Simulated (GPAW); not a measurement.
Runs of GPAW 26.7.0 on HfC. It takes space group Fm-3m (No. 225, cubic). The conventional cell has a = 4.650 Å, b = 4.650 Å, c = 4.650 Å, α = 90.00°, β = 90.00°, γ = 90.00°. Hf (site symmetry m-3m) is surrounded by 6 C at 2.33 Å. C (site symmetry m-3m) has 6 Hf at 2.33 Å as nearest neighbours. 

```csv
task,level,potentials or basis,U,cell,k mesh,cutoff (eV),maxiter,convergence,gap on the mesh (eV),pressure (GPa)
single point,PBEsol,"PAW data sets generated in the run's folder for this functional, pw",-,"atoms moved at random, drawn with an rms of 0.05 Å",10 × 10 × 10,800,150,-,none,-5.1
single point,PBEsol,"PAW data sets generated in the run's folder for this functional, pw",-,as given,10 × 10 × 10,800,150,-,none,(a)
single point,PBE,"GPAW PAW data sets (gpaw-data 1.2.1), pw",-,as given,8 × 8 × 8,650,120,default,none,1.4
single point,PBE,"GPAW PAW data sets (gpaw-data 1.2.1), pw",-,as given,8 × 8 × 8,600,120,default,none,1.4
single point,PBEsol+U,"PAW data sets generated in the run's folder for this functional, pw",Hf d U = 3.5 eV,as given,8 × 8 × 8,600,120,default,none,7.8
```

Alike in all rows: no spin polarisation; smearing fermi-dirac 0.05 eV.

Task: Estimate the missing entries.

Result: (a) -5.3.

Caveats: the cutoff is short for stress and forces, so pressures can be off by a GPa or more (some runs); U without spin polarisation on a metal has little footing (some runs); the U is typed as a test and isn't derived for this compound (some runs).

A k mesh can miss the band edges, and the runs leave out spin-orbit coupling on Hf.

A gap of «none» marks a metal or a gap under the smearing width.
